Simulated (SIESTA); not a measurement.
Runs of SIESTA 5.4.2 on BaZrO3. It takes space group Pm-3m (No. 221, cubic). Conventional cell: a = 4.191 Å, b = 4.191 Å, c = 4.191 Å, α = 90.00°, β = 90.00°, γ = 90.00°. Ba (site symmetry m-3m) has 12 O at 2.96 Å as nearest neighbours. Zr (site symmetry m-3m) has 6 O at 2.10 Å as nearest neighbours. O (site symmetry 4/mmm) is surrounded by 2 Zr at 2.10 Å. 

```tsv
task	level	potentials or basis	k mesh	mesh quality	gap on the mesh (eV)	pressure (GPa)
band structure	AM05	PseudoDojo 0.4 standard (PBEsol files), DZP (energy shift 0.003 Ry; two zetas on semicore shells; d shell added on Ba)	6 × 6 × 6	not flagged	(b)	(a)
band structure	LDA	PseudoDojo 0.4 standard (LDA files), DZP (energy shift 0.003 Ry; two zetas on semicore shells; d shell added on Ba)	6 × 6 × 6	not flagged	2.92	-2.2
band structure	BLYP	PseudoDojo 0.4 standard (PBE files), DZP (energy shift 0.003 Ry; two zetas on semicore shells; d shell added on Ba)	6 × 6 × 6	not flagged	(c)	12.6
band structure	vdW-DF-cx	PseudoDojo 0.4 standard (PBE files), DZP (energy shift 0.003 Ry; two zetas on semicore shells; d shell added on Ba)	6 × 6 × 6	not flagged	2.99	2.9
```

Alike in all rows: no spin polarisation; cell as given; smearing fermi-dirac 0.05 eV; grid cutoff 800 Ry; energy shift 0.003 Ry.

**Question.** Estimate the missing entries.

**Answer.** (a) 2.5; (b) 2.95; (c) 3.09.

Caveats: this set's barium file shifts pressures by up to 1 GPa against other sets; spin-orbit coupling is left out, which moves the levels of the heavy elements; the basis of atomic orbitals isn't converged, which shifts pressures, moduli and gaps; the potentials were made for another functional, which shifts forces and pressure (some runs).

A k mesh can miss the band edges, and the runs leave out spin-orbit coupling on Ba, Zr.
